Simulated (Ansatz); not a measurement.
## AgCl, pressure series

Start from AgCl in the rock salt structure (space group Fm-3m, No. 225; a = 5.611 Å).

Cell and atoms are relaxed at each pressure.

Level of theory: DFT with PBE, PAW potentials and a 420 eV plane-wave cutoff in Ansatz (a first-principles code), without spin-orbit coupling.

```csv
pressure (GPa),volume per atom (Å³/atom)
-2,23.339
-1,22.666
0,22.087
0.9,?
4.5,20.273
9,19.085
15,17.952
22.5,16.919
30,16.137
```

### Question
Fit the third-order Birch–Murnaghan form P(V) = (3B₀/2)[(V₀/V)^(7/3) − (V₀/V)^(5/3)]·[1 + (3/4)(B₀′ − 4)((V₀/V)^(2/3) − 1)] (squares taken in P) to the rows shown and predict the withheld row.

### Answer
Least squares on the printed values gives V₀ = 22.091 Å³/atom, B₀ = 42.0 GPa, B₀′ = 5.2; this predicts 21.646 Å³/atom, and the run gives 21.645 Å³/atom, in agreement.

Load acts through the strain it causes; cell and atoms are relaxed under it. Stability against distortions was not tested. Competing high-pressure phases were not computed.
